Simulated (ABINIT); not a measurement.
# ZrC (P1) in ABINIT: convergence with pawecutdg

Aim: find how far pawecutdg must go before the results for ZrC settle, at PBE. This setting moves, with any that are tied to it; all else stays.

Everything below comes from runs of ABINIT 10.8.3 (patched build). Logs are shortened: lines on timing, memory, paths and dates and some standing lists are left out, and cuts for length are marked. The log counts tension as positive stress, the text compression.

### 1 The cell of the first run

The typed cell holds 2 atoms: a = 3.345 Å, b = 3.345 Å, c = 3.345 Å, α = 60.00°, β = 60.00°, γ = 60.00°.

The cell isn't the ideal one: atoms moved at random, drawn with an rms of 0.05 Å.

### 2 With pawecutdg 19 Ha

The input, run.abi:

```
# Pseudopotentials
pp_dirpath "./"
pseudos "Zr.GGA_PBE-JTH.xml, C.GGA_PBE-JTH.xml"

# Structure
acell 3.344615075 3.344615075 3.344615075 Angstrom
rprim
     0.0000000000     0.7071067812     0.7071067812
     0.7071067812     0.0000000000     0.7071067812
     0.7071067812     0.7071067812     0.0000000000
ntypat 2
znucl 40 6
natom 2
typat 1 2
xred
     0.4901410000     0.4959120000     0.5064160000
    -0.0109390000    -0.0047220000     0.0215780000
chkprim 0
chksymtnons 0
tolsym 1.0e-6

# Plane-wave basis
ecut 19.0
pawecutdg 19.0
pawxcdev 0

# k points
kptopt 1
ngkpt 8 8 8
nshiftk 1
shiftk 0.0 0.0 0.0

# Exchange and correlation
ixc 11

# Bands and occupations
nband 12
occopt 3
tsmear 0.00183747

# SCF cycle
nstep 100
tolvrs 1.0e-9

# Output
iomode 3
prtwf 0
prtden 0
prteig 0
prtebands 0
enunit 2
```

Potentials or basis: JTH PAW PBE v2.0.

Started as:

```bash
> abinit run.abi > log 2>&1
```

It took 54 s on 1 thread of Arm Neoverse V2, shared host; peak memory 0.17 GiB.

Results (log left out):

```
Free energy                                           : -1450.9275 eV
Pressure                                              : -2.9 GPa
Largest force                                         : 0.320 eV/Å
Band gap on the k mesh                                : none (metal or under the smearing width)
Valence electrons inside the program's atomic spheres : Zr 9.03; C 2.37
```

### 3 With pawecutdg 22.8

Changes to run.abi since step 2:

```diff
@@ -23,3 +23,3 @@
 ecut 19.0
-pawecutdg 19.0
+pawecutdg 22.8
 pawxcdev 0
```

Potentials or basis: JTH PAW PBE v2.0.

Started as:

```bash
> abinit run.abi > log 2>&1
```

Run time: 55 s. Hardware: 1 thread of Arm Neoverse V2, shared host; peak memory 0.16 GiB.

Results (log left out):

```yaml
Free_energy: -1450.9252 eV
Pressure: -2.4 GPa
Largest_force: 0.318 eV/Å
Band_gap_on_the_k_mesh: none (metal or under the smearing width)
Valence_electrons_inside_the_program's_atomic_spheres: Zr 9.02; C 2.38
```

### 4 With pawecutdg 28.5

Changes to run.abi since step 3:

```diff
@@ -23,3 +23,3 @@
 ecut 19.0
-pawecutdg 22.8
+pawecutdg 28.5
 pawxcdev 0
```

Started as:

```bash
> abinit run.abi > log 2>&1
```

Wall time 55 s (1 thread of Arm Neoverse V2, shared host); peak memory 0.17 GiB.

It converged, with:

```yaml
Free_energy: -1450.9086 eV
Pressure: -2.7 GPa
Largest_force: 0.320 eV/Å
Band_gap_on_the_k_mesh: none (metal or under the smearing width)
Valence_electrons_inside_the_program's_atomic_spheres: Zr 9.02; C 2.37
```

### 5 With pawecutdg 34.2

Changes to run.abi since step 4:

```diff
@@ -23,3 +23,3 @@
 ecut 19.0
-pawecutdg 28.5
+pawecutdg 34.2
 pawxcdev 0
```

Started as:

```bash
> abinit run.abi > log 2>&1
```

It took 56 s on 1 thread of Arm Neoverse V2, shared host; peak memory 0.17 GiB.

It converged, with:

```
Free energy                                           : -1450.9099 eV
Pressure                                              : -3.0 GPa
Largest force                                         : 0.319 eV/Å
Band gap on the k mesh                                : none (metal or under the smearing width)
Valence electrons inside the program's atomic spheres : Zr 9.02; C 2.38
```

### 6 With pawecutdg 41.8

Changes to run.abi since step 5:

```diff
@@ -23,3 +23,3 @@
 ecut 19.0
-pawecutdg 34.2
+pawecutdg 41.8
 pawxcdev 0
```

Potentials or basis: JTH PAW PBE v2.0.

Started as:

```bash
> abinit run.abi > log 2>&1
```

It took 55 s on 1 thread of Arm Neoverse V2, shared host; peak memory 0.18 GiB.

It converged, with:

| Quantity | Value |
| --- | --- |
| Free energy | -1450.9148 eV |
| Pressure | -2.9 GPa |
| Largest force | 0.319 eV/Å |
| Band gap on the k mesh | none (metal or under the smearing width) |
| Valence electrons inside the program's atomic spheres | Zr 9.02; C 2.37 |

### 7 With pawecutdg 51.3

Changes to run.abi since step 6:

```diff
@@ -23,3 +23,3 @@
 ecut 19.0
-pawecutdg 41.8
+pawecutdg 51.3
 pawxcdev 0
```

Started as:

```bash
> abinit run.abi > log 2>&1
```

It took 56 s on 1 thread of Arm Neoverse V2, shared host; peak memory 0.19 GiB.

Results (log left out):

* Free energy: -1450.9115 eV
* Pressure: -2.9 GPa
* Largest force: 0.321 eV/Å
* Band gap on the k mesh: none (metal or under the smearing width)
* Valence electrons inside the program's atomic spheres: Zr 9.02; C 2.37

### 8 With pawecutdg 62.7

Changes to run.abi since step 7:

```diff
@@ -23,3 +23,3 @@
 ecut 19.0
-pawecutdg 51.3
+pawecutdg 62.7
 pawxcdev 0
```

Potentials or basis: JTH PAW PBE v2.0.

Started as:

```bash
> abinit run.abi > log 2>&1
```

run.abo:

```text
.Version 10.8.3 of ABINIT
 Symmetries : space group P1 (#  1); Bravais aP (primitive triclinic)
================================================================================
 Values of the parameters that define the memory need of the present run
     intxc =       0    ionmov =       0      iscf =      17    lmnmax =      18
     lnmax =       6     mgfft =      27  mpssoang =       3    mqgrid =    3001
     natom =       2  nloc_mem =       2    nspden =       1   nspinor =       1
    nsppol =       1      nsym =       1    n1xccc =       1    ntypat =       2
    occopt =       3   xclevel =       2
       mpw =         714          nfft =       19683          nkpt =         260
 PAW method is used; the additional fine FFT grid is defined by:
   mgfftf=        48    nfftf =    110592
================================================================================
================================================================================

--------------------------------------------------------------------------------
------------- Echo of variables that govern the present computation ------------
--------------------------------------------------------------------------------
 -outvars: echo values of preprocessed input variables --------
            acell      6.3204064883E+00  6.3204064883E+00  6.3204064883E+00 Bohr
              amu      9.12240000E+01  1.20110000E+01
          chkprim           0
      chksymtnons           0
             ecut      1.90000000E+01 Hartree
           enunit           2
                       outvar_i_n : Printing only first  50 k-points.
              ixc          11
                       outvar_i_n : Printing only first  50 k-points.
         kptrlatt        8    0    0      0    8    0      0    0    8
          kptrlen      5.05632519E+01
            natom           2
            nband          12
            ngfft          27      27      27
          ngfftdg          48      48      48
             nkpt         260
            nstep         100
             nsym           1
           ntypat           2
                       prtocc : prtvol=0, do not print more k-points.
           occopt           3
        pawecutdg      6.27000000E+01 Hartree
         pawxcdev           0
           prtden           0
        prtebands           0
           prteig           0
            prtwf           0
            rprim      0.0000000000E+00  7.0710678120E-01  7.0710678120E-01
                       7.0710678120E-01  0.0000000000E+00  7.0710678120E-01
                       7.0710678120E-01  7.0710678120E-01  0.0000000000E+00
          spgroup           1
           tolsym      1.00000000E-06
           tolvrs      1.00000000E-09
           tsmear      1.83747000E-03 Hartree
            typat      1  2
           useylm           1
                       outvars : Printing only first  50 k-points.
           xangst      2.3705057200E+00  2.3568573050E+00  2.3320153450E+00
                       3.9864440001E-02  2.5161235000E-02 -3.7038265001E-02
            xcart      4.4796065908E+00  4.4538148244E+00  4.4068703235E+00
[... 131 lines left out ...]
    1      -0.016902384999     -0.017493511431     -0.039181813338
    2       0.016647009578      0.017490416754      0.039007762562

 cartesian coordinates (angstrom) at end:
    1      2.37050572003633     2.35685730503612     2.33201534503574
    2      0.03986444000061     0.02516123500039    -0.03703826500057

 cartesian forces (hartree/bohr) at end:
    1      0.00445404483733     0.00429355382403    -0.00054015529603
    2     -0.00445404483733    -0.00429355382403     0.00054015529603
 frms,max,avg= 3.5853818E-03 4.4540448E-03  -4.376E-06  2.385E-05  4.722E-06 h/b

 cartesian forces (eV/Angstrom) at end:
    1      0.22903619432290     0.22078341460198    -0.02777590209897
    2     -0.22903619432290    -0.22078341460198     0.02777590209897
 frms,max,avg= 1.8436774E-01 2.2903619E-01  -2.250E-04  1.226E-03  2.428E-04 e/A
 length scales=  6.320406488333  6.320406488333  6.320406488333 bohr
              =  3.344615075000  3.344615075000  3.344615075000 angstroms
 Fermi (or HOMO) energy (hartree) =   0.41634   Average Vxc (hartree)=  -0.44513
 Eigenvalues (hartree) for nkpt= 260  k points:
 kpt#   1, nband= 12, wtk=  0.00195, kpt=  0.0000  0.0000  0.0000 (reduced coord)
  -1.35271   -0.53393   -0.53392   -0.53391    0.00519    0.44449    0.44524    0.45046
   0.45833    0.46539    0.46638    0.52189
      occupation numbers for kpt#   1
   2.00000    2.00000    2.00000    2.00000    2.00000    0.00000    0.00000    0.00000
   0.00000    0.00000    0.00000    0.00000
 prteigrs : prtvol=0 or 1, do not print more k-points.

 Fermi (or HOMO) energy (eV) =  11.32926   Average Vxc (eV)= -12.11268
 Eigenvalues (   eV  ) for nkpt= 260  k points:
 kpt#   1, nband= 12, wtk=  0.00195, kpt=  0.0000  0.0000  0.0000 (reduced coord)
 -36.80902  -14.52888  -14.52867  -14.52843    0.14119   12.09508   12.11556   12.25775
  12.47187   12.66399   12.69077   14.20135
 prteigrs : prtvol=0 or 1, do not print more k-points.

--- !EnergyTerms
iteration_state     : {dtset: 1, }
comment             : Components of total free energy in Hartree
kinetic             :  1.53649969904965E+01
hartree             :  7.05189010729762E+00
xc                  : -8.93447432252995E+00
Ewald energy        : -4.68824952092042E+01
psp_core            :  1.79002106101076E+00
local_psp           : -3.35071607802690E+01
PAW spherical_terms :  1.17973052238061E+01
internal            : -5.33199169293923E+01
'-kT*entropy'       : -1.12951086077785E-04
total_energy        : -5.33200298804784E+01
total_energy_eV     : -1.45091192772494E+03
...

--- !EnergyTermsDC
iteration_state     : {dtset: 1, }
comment             : '"Double-counting" decomposition of free energy'
band_energy         : -3.85372451229278E+00
Ewald energy        : -4.68824952092042E+01
psp_core            :  1.79002106101076E+00
xc_dc               : -6.06830519459197E+00
PAW spherical_terms :  1.69457886313878E+00
internal            : -5.33199249919394E+01
'-kT*entropy'       : -1.12951086077785E-04
total_energy_dc     : -5.33200379430255E+01
total_energy_dc_eV  : -1.45091214711803E+03
...

--- !EnergyTermsWithPAWCore
iteration_state     : {dtset: 1, }
comment             : 'Components of total free energy, including PAW core contributions'
Total energy        : -3.63696556016358E+03
Total energy DC     : -3.63696556822613E+03
Total energy (eV)   : -9.89668746209419E+04
Total energy DC (eV): -9.89668748403350E+04
...

 Cartesian components of stress tensor (hartree/bohr^3)
  sigma(1 1)=  9.65637813E-05  sigma(3 2)= -3.19220789E-07
  sigma(2 2)=  9.71385588E-05  sigma(3 1)= -3.37452270E-07
  sigma(3 3)=  1.05599542E-04  sigma(2 1)=  3.06674099E-06

-Cartesian components of stress tensor (GPa)         [Pressure= -2.9353E+00 GPa]
- sigma(1 1)=  2.84100453E+00  sigma(3 2)= -9.39179988E-03
- sigma(2 2)=  2.85791507E+00  sigma(3 1)= -9.92818856E-03
- sigma(3 3)=  3.10684578E+00  sigma(2 1)=  9.02266350E-02

== END DATASET(S) ==============================================================
================================================================================

 -outvars: echo values of variables after computation  --------
            acell      6.3204064883E+00  6.3204064883E+00  6.3204064883E+00 Bohr
           etotal     -5.3320037943E+01
            fcart      4.4540448373E-03  4.2935538240E-03 -5.4015529603E-04
                      -4.4540448373E-03 -4.2935538240E-03  5.4015529603E-04
            rprim      0.0000000000E+00  7.0710678120E-01  7.0710678120E-01
                       7.0710678120E-01  0.0000000000E+00  7.0710678120E-01
                       7.0710678120E-01  7.0710678120E-01  0.0000000000E+00
           strten      9.6563781300E-05  9.7138558798E-05  1.0559954162E-04
                      -3.1922078946E-07 -3.3745227035E-07  3.0667409918E-06
           xangst      2.3705057200E+00  2.3568573050E+00  2.3320153450E+00
                       3.9864440001E-02  2.5161235000E-02 -3.7038265001E-02
             xred      4.9014100000E-01  4.9591200000E-01  5.0641600000E-01
                      -1.0939000000E-02 -4.7220000000E-03  2.1578000000E-02
 Calculation completed.
```

Wall time 56 s (1 thread of Arm Neoverse V2, shared host); peak memory 0.2 GiB.

What came out:

| Property | Result |
| --- | --- |
| Free energy | -1450.9121 eV |
| Pressure | -2.9 GPa |
| Largest force | 0.319 eV/Å |
| Band gap on the k mesh | none (metal or under the smearing width) |
| Valence electrons inside the program's atomic spheres | Zr 9.02; C 2.37 |

### 9 Summary

| pawecutdg | energy less the tightest run, at zero smearing (meV/atom) | pressure (GPa) | largest force (eV/Å) | SCF cycles | CPU time (s) | peak memory (GiB) |
| --- | --- | --- | --- | --- | --- | --- |
| 19 Ha | -7.68 | -2.92 | 0.320 | 10 | 54 | 0.17 |
| 22.8 | -6.52 | -2.45 | 0.318 | 10 | 54 | 0.16 |
| 28.5 | 1.78 | -2.73 | 0.320 | 10 | 55 | 0.17 |
| 34.2 | 1.13 | -3.02 | 0.319 | 10 | 56 | 0.17 |
| 41.8 | -1.34 | -2.86 | 0.319 | 10 | 55 | 0.18 |
| 51.3 | 0.35 | -2.85 | 0.321 | 10 | 56 | 0.19 |
| 62.7 | 0.00 | -2.94 | 0.319 | 10 | 56 | 0.2 |

Against the tightest run, the energy stays within 1 meV/atom from 51.3 on; the pressure stays within 0.1 GPa from 34.2 on; the largest force stays within 0.005 eV/Å from 19 Ha on. The tightest run that finished is the yardstick and may itself not be fully converged.
